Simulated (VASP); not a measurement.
A run of VASP 6.6.1:

INCAR

```
PREC = Accurate ; ENCUT = 600
EDIFF = 1E-7 ; ISMEAR = 1
SIGMA = 0.1 ; LREAL = F
LASPH = T ; NELM = 150
ALGO = Normal ; ISIF = 2
LWAVE = F ; LCHARG = F
ISPIN = 2 ; MAGMOM = 1 1 0 0
LORBIT = 11 ; LMAXMIX = 4
GGA = PE ; NBANDS = 29
AMIX = 0.2 ; BMIX = 1E-4
AMIX_MAG = 0.8 ; BMIX_MAG = 1E-4
KPAR = 2
```

File KPOINTS:

```
regular mesh
0
Gamma
  14 14 8
```

POSCAR

```
CuO
1.0
    2.3418500000     -1.7113000000      0.0000000000
    2.3418500000      1.7113000000      0.0000000000
   -0.8500274300      0.0000000000      5.0578693900
Cu O
2 2
Direct
    0.0000000000      0.5000000000      0.0000000000
    0.5000000000      0.0000000000      0.5000000000
    0.5816000000      0.4184000000      0.2500000000
    0.4184000000      0.5816000000      0.7500000000
```

Potentials or basis: VASP PAW PBE potentials, release 64 (Cu, O).

Launch:

```bash
$ cat potpaw_PBE.64/Cu/POTCAR potpaw_PBE.64/O/POTCAR > POTCAR
$ mpirun -np 2 vasp_std > vasp.out
```

Hardware: 2 MPI ranks on AMD EPYC 9R45 96-Core Processor (Zen 5), on a shared host.

Q: Estimate the wall time of this run.

A: It took 6.1 min on 2 MPI ranks on AMD EPYC 9R45 96-Core Processor (Zen 5), on a shared host, peak memory 0.82 GiB a rank. Counts: scf iterations 18, k points 429.
